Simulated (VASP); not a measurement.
# CaF2 (Fluorite) (Fm-3m) in VASP: notebook

One crystal, CaF2 (Fluorite), is run at these levels: PBE; tasks: relaxation of the atoms.

All numbers are computed with VASP 6.6.1; they aren't measurements. Logs are shortened: lines on timing, memory, paths and dates and some standing lists are left out, and cuts for length are marked.

**1. The structure**

The structure is cubic, space group Fm-3m (No. 225). Conventional cell: a = 5.513 Å, b = 5.513 Å, c = 5.513 Å, α = 90.00°, β = 90.00°, γ = 90.00°. Ca (site symmetry m-3m) is surrounded by 8 F at 2.39 Å. F (site symmetry -43m) is surrounded by 4 Ca at 2.39 Å.

**2. Relaxation of the atoms, PBE**

INCAR reads:

```
SYSTEM = CaF2
  PREC = Accurate
  ENCUT = 600
  EDIFF = 1E-7
  ISMEAR = 0
  SIGMA = 0.03
  LREAL = .False.
  LASPH = .True.
  NELM = 80
  ALGO = Normal
  ISIF = 2
  LWAVE = .False.
  LCHARG = .False.
  GGA = PE
  IBRION = 2
  NSW = 40
  EDIFFG = -0.01
```

KPOINTS reads:

```
Automatic mesh
0
Gamma
  8 8 8
  0 0 0
```

POSCAR reads:

```
CaF2                                    
1.0
    0.0000000000      2.7566564144      2.7566564144
    2.7566564144     -0.0000000000      2.7566564144
    2.7566564144      2.7566564144      0.0000000000
  Ca              F             
     1     2
Direct
     1.0000000000000000    1.0000000000000000    1.0000000000000000
     0.2500000000000000    0.2500000000000000    0.2500000000000000
     0.7500000000000000    0.7500000000000000    0.7500000000000000
```

Potentials or basis: VASP PAW PBE potentials, release 64 (Ca_sv, F).

Launch:

```sh
$ cat potpaw_PBE.64/Ca_sv/POTCAR potpaw_PBE.64/F/POTCAR > POTCAR
$ mpirun -np 1 vasp_std > vasp.out
```

OUTCAR:

```text
SYSTEM = CaF2
   PREC = Accurate
   ENCUT = 600
   EDIFF = 1E-7
   ISMEAR = 0
   LREAL = .False.
   LASPH = .True.
   NELM = 80
   ISIF = 2
   GGA = PE
   IBRION = 2
   NSW = 40
   EDIFFG = -0.01

 ion  position               nearest neighbor table
   1  0.000  0.000  0.000-   3 2.39   3 2.39   3 2.39   2 2.39   3 2.39   2 2.39   2 2.39   2 2.39

   2  0.250  0.250  0.250-   1 2.39   1 2.39   1 2.39   1 2.39
   3  0.750  0.750  0.750-   1 2.39   1 2.39   1 2.39   1 2.39

  LATTYP: Found a face centered cubic cell.
 ALAT       =     5.5133128288

  Lattice vectors:

 A1 = (   0.0000000000,   2.7566564144,   2.7566564144)
 A2 = (   2.7566564144,   0.0000000000,   2.7566564144)
 A3 = (   2.7566564144,   2.7566564144,   0.0000000000)

Analysis of symmetry for initial positions (statically):
=====================================================================
 Subroutine PRICEL returns:
 Original cell was already a primitive cell.

 Routine SETGRP: Setting up the symmetry group for a
 face centered cubic supercell.

 Subroutine GETGRP returns: Found 48 space group operations
 (whereof 48 operations were pure point group operations)
 out of a pool of 48 trial point group operations.

The static configuration has the point symmetry O_h .

Analysis of symmetry for dynamics (positions and initial velocities):
=====================================================================
 Subroutine PRICEL returns:
 Original cell was already a primitive cell.

 Routine SETGRP: Setting up the symmetry group for a
 face centered cubic supercell.

 Subroutine GETGRP returns: Found 48 space group operations
 (whereof 48 operations were pure point group operations)
 out of a pool of 48 trial point group operations.

The dynamic configuration has the point symmetry O_h .

 Subroutine INISYM returns: Found 48 space group operations
 (whereof 48 operations are pure point group operations),
 and found     1 'primitive' translations

----------------------------------------------------------------------------------------

                                     Primitive cell

  volume of cell :      41.8965

  direct lattice vectors                    reciprocal lattice vectors
     0.000000000  2.756656414  2.756656414    -0.181379151  0.181379151  0.181379151
     2.756656414  0.000000000  2.756656414     0.181379151 -0.181379151  0.181379151
     2.756656414  2.756656414  0.000000000     0.181379151  0.181379151 -0.181379151

  length of vectors
     3.898500888  3.898500888  3.898500888     0.314157905  0.314157905  0.314157905

  position of ions in fractional coordinates (direct lattice)
     0.000000000  0.000000000  0.000000000
     0.250000000  0.250000000  0.250000000
     0.750000000  0.750000000  0.750000000

  ion indices of the primitive-cell ions
   primitive index   ion index
                 1           1
                 2           2
                 3           3

----------------------------------------------------------------------------------------

 KPOINTS: Automatic mesh

Automatic generation of k-mesh.
 Grid dimensions read from file:
 generate k-points for:    8    8    8

 Generating k-lattice:

  Cartesian coordinates                     Fractional coordinates (reciprocal lattice)
    -0.022672394  0.022672394  0.022672394     0.125000000  0.000000000  0.000000000
     0.022672394 -0.022672394  0.022672394     0.000000000  0.125000000  0.000000000
     0.022672394  0.022672394 -0.022672394     0.000000000  0.000000000  0.125000000

  Length of vectors
     0.039269738  0.039269738  0.039269738

  Shift w.r.t. Gamma in fractional coordinates (k-lattice)
     0.000000000  0.000000000  0.000000000

 Subroutine IBZKPT returns following result:
 ===========================================

 Found     29 irreducible k-points:

 Following reciprocal coordinates:
            Coordinates               Weight
  0.000000  0.000000  0.000000      1.000000
  0.125000  0.000000  0.000000      8.000000
  0.250000  0.000000  0.000000      8.000000
  0.375000  0.000000  0.000000      8.000000
  0.500000  0.000000  0.000000      4.000000
  0.125000  0.125000  0.000000      6.000000
[... 16 lines left out ...]
  0.500000  0.250000  0.125000     48.000000
 -0.375000  0.250000  0.125000     24.000000
 [... further k-points ...]
   k-points           NKPTS =     29   k-points in BZ     NKDIM =     29   number of bands    NBANDS=     16
   number of dos      NEDOS =    301   number of ions     NIONS =      3
   total plane-waves  NPLWV =  32768
   dimension x,y,z NGX =    32 NGY =   32 NGZ =   32
   dimension x,y,z NGXF=    64 NGYF=   64 NGZF=   64
   ions per type =               1   2
   NGX,Y,Z   is equivalent  to a cutoff of  13.65, 13.65, 13.65 a.u.
   NGXF,Y,Z  is equivalent  to a cutoff of  27.29, 27.29, 27.29 a.u.
 SYSTEM =  CaF2
   PREC   = accura    normal or accurate (medium, high low for compatibility)
   ISTART =      0    job   : 0-new  1-cont  2-samecut
   ICHARG =      2    charge: 1-file 2-atom 10-const
   ISPIN  =      1    spin polarized calculation?
   LNONCOLLINEAR =      F non collinear calculations
   LSORBIT =      F    spin-orbit coupling
   LASPH  =      T    aspherical Exc in radial PAW
   ENCUT  =  600.0 eV  44.10 Ry    6.64 a.u.   7.79  7.79  7.79*2*pi/ulx,y,z
   NELM   =     80;   NELMIN=  2; NELMDL= -5     # of ELM steps
   EDIFF  = 0.1E-06   stopping-criterion for ELM
   LREAL  =      F    real-space projection
   EDIFFG = -.1E-01   stopping-criterion for IOM
   NSW    =     40    number of steps for IOM
   IBRION =      2    ionic relax: 0-MD 1-quasi-New 2-CG
   NFREE  =      1    steps in history (QN), initial steepest desc. (CG)
   ISIF   =      2    stress and relaxation
   ISYM   =      2    0-nonsym 1-usesym 2-fastsym
   POTIM  = 0.5000    time-step for ionic-motion
   TEBEG  =    0.0;   TEEND  =   0.0 temperature during run
   PSTRESS=    0.0 pullay stress
   NELECT =      24.0000    total number of electrons
   NUPDOWN=      -1.0000    fix difference up-down
   EMIN   =  10.00;   EMAX   =-10.00  energy-range for DOS
   EFERMI =   0.00;   METHOD = LEGACY
   ISMEAR =     0;   SIGMA  =   0.03  broadening in eV -4-tet -1-fermi 0-gaus
   EFERMI_NEDOS =   21; number of points for ismear=-14 and -15
   IALGO  =     38    algorithm
   IMIX   =      4    mixing-type and parameters
     AMIX     =   0.40;   BMIX     =  1.00
     AMIX_MAG =   1.60;   BMIX_MAG =  1.00
  volume/ion in A,a.u.               =      13.97        94.24
  Fermi-wavevector in a.u.,A,eV,Ry     =   1.359625  2.569319 25.151475  1.848581
  Thomas-Fermi vector in A             =   2.486357
   LORBIT       =      0    0 simple, 1 ext, 2 COOP (PROOUT), +10 PAW based schemes
   GGA     = PE    functional components
   LHFCALC =     F    Hartree Fock is set to
   AEXX    =    0.0000 exact exchange contribution
   IVDW    =     0    specifies the selected vdW correction
   LEPSILON=     F    determine dielectric tensor
   LRPA    =     F    only Hartree local field effects (RPA)
 conjugate gradient relaxation of ions
 non-spin polarized calculation
 Gauss-broadening in eV      SIGMA  =   0.03
  energy-cutoff  :      600.00
  volume of cell :       41.90
 maximum number of plane-waves:      1424
   NGX = 15   NGY = 15   NGZ = 15

 number of electron      24.0000003 magnetization

 Free energy of the ion-electron system (eV)
  ---------------------------------------------------
  ext. energy  EPLUGINS =         0.00000000
  ---------------------------------------------------
  free energy    TOTEN  =       -17.34489780 eV

  energy without entropy =      -17.34489780  energy(sigma->0) =      -17.34489780

 E-fermi :  -0.8750     XC(G=0):  -9.4927

 val. band max:       -1.1179355974   @ k =   0.5000   0.5000   0.0000
 cond. band min:       5.9971022372   @ k =   0.0000   0.0000   0.0000
 fundamental gap:      7.1150378346
 Fermi energy:        -0.8749996836

 k-point     1 :       0.0000    0.0000    0.0000
  band No.  band energies     occupation
      1     -37.2787      2.00000
      2     -20.9848      2.00000
      3     -20.2555      2.00000
      4     -18.2177      2.00000
      5     -18.2177      2.00000
      6     -18.2177      2.00000
[... 8 lines left out ...]
     15       7.9381      0.00000
     16       9.8891      0.00000

 k-point     2 :       0.1250    0.0000    0.0000
  band No.  band energies     occupation
      1     -37.2745      2.00000
      2     -21.0222      2.00000
      3     -20.2921      2.00000
      4     -18.2231      2.00000
      5     -18.2231      2.00000
      6     -18.1522      2.00000
[... 8 lines left out ...]
     15       7.9680      0.00000
     16       9.7461      0.00000

 k-point     3 :       0.2500    0.0000    0.0000
  band No.  band energies     occupation
      1     -37.2645      2.00000
      2     -21.0849      2.00000
      3     -20.4111      2.00000
      4     -18.2361      2.00000
      5     -18.2361      2.00000
      6     -17.9881      2.00000
[... 8 lines left out ...]
     15       8.0398      0.00000
     16       9.5170      0.00000

 k-point     4 :       0.3750    0.0000    0.0000
  band No.  band energies     occupation
      1     -37.2544      2.00000
      2     -21.1071      2.00000
      3     -20.5710      2.00000
      4     -18.2491      2.00000
      5     -18.2491      2.00000
      6     -17.8194      2.00000
[... 8 lines left out ...]
     15       8.1106      0.00000
     16       9.4866      0.00000
[... 324 lines left out ...]
 k-point    22 :       0.3750    0.2500    0.1250
  band No.  band energies     occupation
      1     -37.2569      2.00000
      2     -21.1290      2.00000
      3     -20.4967      2.00000
      4     -18.2552      2.00000
      5     -18.1954      2.00000
      6     -17.9094      2.00000
[... 8 lines left out ...]
     15       8.3922      0.00000
     16       9.1353      0.00000

 k-point    23 :       0.5000    0.2500    0.1250
  band No.  band energies     occupation
      1     -37.2488      2.00000
      2     -21.0983      2.00000
      3     -20.6876      2.00000
      4     -18.2699      2.00000
      5     -18.1102      2.00000
      6     -17.8486      2.00000
[... 8 lines left out ...]
     15       8.6386      0.00000
     16       8.9905      0.00000

 k-point    24 :      -0.3750    0.2500    0.1250
  band No.  band energies     occupation
      1     -37.2455      2.00000
      2     -21.0348      2.00000
      3     -20.8194      2.00000
      4     -18.2764      2.00000
      5     -18.0669      2.00000
      6     -17.8283      2.00000
[... 8 lines left out ...]
     15       8.5595      0.00000
     16       9.0086      0.00000

 [... further k-points ...]

------------------------ aborting loop because EDIFF is reached ----------------------------------------

  FORCE on cell =-STRESS in cart. coord.  units (eV):
  Direction    XX          YY          ZZ          XY          YZ          ZX
  --------------------------------------------------------------------------------------
  -------------------------------------------------------------------------------------
  Total       -0.0001708     -0.0001708     -0.0001708      0.0000000      0.0000000     -0.0000000
  in kB       -0.0065320     -0.0065320     -0.0065320      0.0000000      0.0000000     -0.0000000
  external PRESSURE =      -0.0065320 kB  Pullay stress =       0.0000000 kB

 VOLUME and BASIS-vectors are now :
 -----------------------------------------------------------------------------
  energy-cutoff  :      600.00
  volume of cell :       41.90
      direct lattice vectors                 reciprocal lattice vectors
     0.000000000  2.756656414  2.756656414    -0.181379151  0.181379151  0.181379151
     2.756656414  0.000000000  2.756656414     0.181379151 -0.181379151  0.181379151
     2.756656414  2.756656414  0.000000000     0.181379151  0.181379151 -0.181379151

 POSITION                                       TOTAL-FORCE (eV/Angst)
 -----------------------------------------------------------------------------------
      0.00000      0.00000      0.00000         0.000000      0.000000      0.000000
      1.37833      1.37833      1.37833         0.000000      0.000000      0.000000
      4.13498      4.13498      4.13498        -0.000000     -0.000000     -0.000000
 -----------------------------------------------------------------------------------
    total drift:                                0.000000     -0.000000      0.000000

  FREE ENERGIE OF THE ION-ELECTRON SYSTEM (eV)
  ---------------------------------------------------
  free  energy   TOTEN  =       -17.3448977997 eV

  energy  without entropy=      -17.3448977997  energy(sigma->0) =      -17.34489780

 reached required accuracy - stopping structural energy minimisation
```

It took 11 s on 1 thread of Intel Xeon 6975P-C (Granite Rapids), shared host; peak memory 0.18 GiB.

What came out:

| Property | Result |
| --- | --- |
| Free energy | -17.3449 eV |
| Pressure after relaxing | 0.0 GPa |
| Band gap on the k mesh | 7.11 eV, indirect (least direct gap 7.37 eV) |

Final structure:
```
CELL_PARAMETERS angstrom
0.00000 2.75666 2.75666
2.75666 0.00000 2.75666
2.75666 2.75666 0.00000
ATOMIC_POSITIONS crystal
Ca 0.00000 0.00000 0.00000
F 0.25000 0.25000 0.25000
F 0.75000 0.75000 0.75000
```

Levels at points of the mesh, in eV from the valence-band top:
```
           k point  band 8  band 9  band 10  band 11  band 12  band 13  band 14  band 15  band 16
(0.00, 0.00, 0.00)   -2.02   -2.02    -0.25    -0.25    -0.25     7.11     9.06     9.06    11.01
(0.50, 0.00, 0.00)   -1.45   -1.26    -1.20    -0.82    -0.82     9.26     9.26     9.57    10.59
(0.50, 0.50, 0.00)   -1.61   -1.61    -0.35    -0.35     0.00     8.04     9.36     9.93    10.68
```

Caveat: the relaxation stopped at its first step, so nothing moved. Expect the measured gap to be larger: semilocal functionals such as PBE lack the derivative discontinuity.

(Continued in part 2 of 2.)
